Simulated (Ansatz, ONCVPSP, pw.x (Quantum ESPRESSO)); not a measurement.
What a changed setting does to a pw.x run (sc Li)

Potential: optimised norm-conserving Vanderbilt (ONCV), ONCVPSP 4.0.1, PBEsol; core none, reference 1s2 2s1; waves: 1s+2s: rc 1.25 bohr, ncon 3, nbas 8, qcut 8.7 1/bohr, 2 projectors; p scattering state at 0.4 Ha: rc 1.30 bohr, ncon 3, nbas 8, qcut 6.8 1/bohr, 2 projectors, debl 1.7 Ha; d scattering state at 0.24 Ha: rc 1.20 bohr, ncon 3, nbas 7, qcut 7.8 1/bohr, 2 projectors, debl 1.9 Ha; local part: polynomial inside 0.95 bohr (lpopt 5, dvloc0 3 Ha); core correction: none.

The reference run (k-mesh 12³, cutoffs 80/320 Ry, Fermi–Dirac 0.01 Ry, mixing_beta 0.4, conv_thr 1e-9, no spin) gives -0.06 GPa at 20.541 Å³/atom, where all-electron LAPW gives -0.06 GPa. This run, with its own iteration cap, changes ecutrho/ecutwfc to 2.

```
&control
  calculation='scf', prefix='x', pseudo_dir='./', outdir='./tmp', tstress=.true., disk_io='none'
/
&system
  ibrav=0, nat=1, ntyp=1, ecutwfc=80, ecutrho=160, nbnd=8,
  occupations='smearing', smearing='fd', degauss=0.01
/
&electrons
  conv_thr=1e-09, mixing_beta=0.4, electron_maxstep=70
/
ATOMIC_SPECIES
Li 1.0 Li.UPF
CELL_PARAMETERS angstrom
  2.73867519 0.00000000 0.00000000
  0.00000000 2.73867519 0.00000000
  0.00000000 0.00000000 2.73867519
ATOMIC_POSITIONS crystal
Li 0.0000 0.0000 0.0000
K_POINTS automatic
12 12 12 0 0 0
```

```bash
pw.x < Li.scf.in > Li.scf.out
```

Question: How does the run end?

Answer: It converges in 5 iterations; the free energy moves by -1.9 meV/atom and the pressure by +0.07 GPa. Below 4 the density is truncated and F is no longer variational, so a small shift in one case is no licence.

```
Message from routine set_cutoff:
     ecutrho < 4*ecutwfc, are you sure?
     Message from routine setup:
     using ibrav=0 with symmetry is DISCOURAGED, use correct ibrav instead
     lattice parameter (alat)  =       5.1753  a.u.
     unit-cell volume          =     138.6175 (a.u.)^3
     number of electrons       =         3.00
     number of Kohn-Sham states=            8
     kinetic-energy cutoff     =      80.0000  Ry
     charge density cutoff     =     160.0000  Ry
     scf convergence threshold =      1.0E-09
     Exchange-correlation= PBESOL
     number of k points=    84  Fermi-Dirac smearing, width (Ry)=  0.0100
     iteration #  1     ecut=    80.00 Ry     beta= 0.40
     total energy              =     -14.35962287 Ry
     estimated scf accuracy    <       0.00055375 Ry
     iteration #  2     ecut=    80.00 Ry     beta= 0.40
     total energy              =     -14.35954476 Ry
     estimated scf accuracy    <       0.00017562 Ry
     iteration #  3     ecut=    80.00 Ry     beta= 0.40
     total energy              =     -14.35955425 Ry
     estimated scf accuracy    <       0.00000125 Ry
     iteration #  4     ecut=    80.00 Ry     beta= 0.40
     total energy              =     -14.35955441 Ry
     estimated scf accuracy    <          7.3E-09 Ry
     iteration #  5     ecut=    80.00 Ry     beta= 0.40
     the Fermi energy is     0.8679 ev
!    total energy              =     -14.35955440 Ry
     estimated scf accuracy    <          6.3E-10 Ry
     smearing contrib. (-TS)   =      -0.00187613 Ry
     The total energy is F=E-TS. E is the sum of the following terms:
     one-electron contribution =      -9.84485920 Ry
     hartree contribution      =       3.69086494 Ry
     xc contribution           =      -3.26958351 Ry
     ewald contribution        =      -4.93410051 Ry
     convergence has been achieved in   5 iterations
          total   stress  (Ry/bohr**3)                   (kbar)     P=        0.16
     Message from routine punch:
     Nothing written, as per user request (disk_io='none')
```

The run took about 5.9 s on one core of a shared server CPU.
